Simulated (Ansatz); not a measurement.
The system is As.

```xyz
2
Lattice="1.8808 1.0859 3.5141 -1.8808 1.0859 3.5141 0.0000 -2.1718 3.5141" Properties=species:S:1:pos:R:3 pbc="T T T"
As    0.0000    0.0000    2.3825
As    0.0000    0.0000    8.1597
```

| Item | Value |
| --- | --- |
| Program | Ansatz 0.2.0 |
| Task | relaxation of cell and atoms |
| Functional | RPBE |
| Dispersion | D3(BJ) |
| Potentials or basis | Ansatz PAW |
| Cutoff | 420 eV (not typed: the program's choice for these potentials) |
| k mesh | 9 × 9 × 9 |
| Occupations | fermi-dirac, width 0.05 eV |
| Spin | no spin polarisation |

At the start: volume 21.53 Å³/atom.

**Question.** How do energy, volume and symmetry change on relaxing?

**Answer.** It ends after 8 steps and the volume is 16.62 Å³/atom (-22.8 %); space group R-3m (No. 166, to 0.05 Å).

Step by step:
| step | energy change (eV) | largest force (eV/Å) | volume (Å³) |
| --- | --- | --- | --- |
| 1 | 0.0000 | 0.6979 | 43.06 |
| 2 | -0.4199 | 0.0879 | 37.61 |
| 3 | -0.5573 | 0.3540 | 34.03 |
| 4 | -0.5893 | 0.0513 | 33.12 |
| 5 | -0.5947 | 0.0250 | 33.22 |
| 6 | -0.5953 | 0.0151 | 33.32 |
| 7 | -0.5954 | 0.0003 | 33.24 |
| 8 | -0.5944 | 0.0003 | 33.24 |

Final structure:
```xyz
2
Lattice="1.7957 1.0368 2.9762 -1.7957 1.0368 2.9762 0.0000 -2.0735 2.9762" Properties=species:S:1:pos:R:3 pbc="T T T"
As    0.0000    0.0000    2.1832
As    0.0000    0.0000    6.7454
```

Caveat: the volume moved by over 15 % at a fixed basis, so the end points are rough; the plane-wave basis is chosen anew once the cell has moved, so the energies of steps on either side of that aren't comparable; the volume moved by -23 % from the deposited cell, more than functionals usually miss; pairwise dispersion overbinds metals, which lowers pressure and volume; the PAW data sets come from PBE, with cores solved anew for the run's functional, which leaves a small shift of forces and pressure.
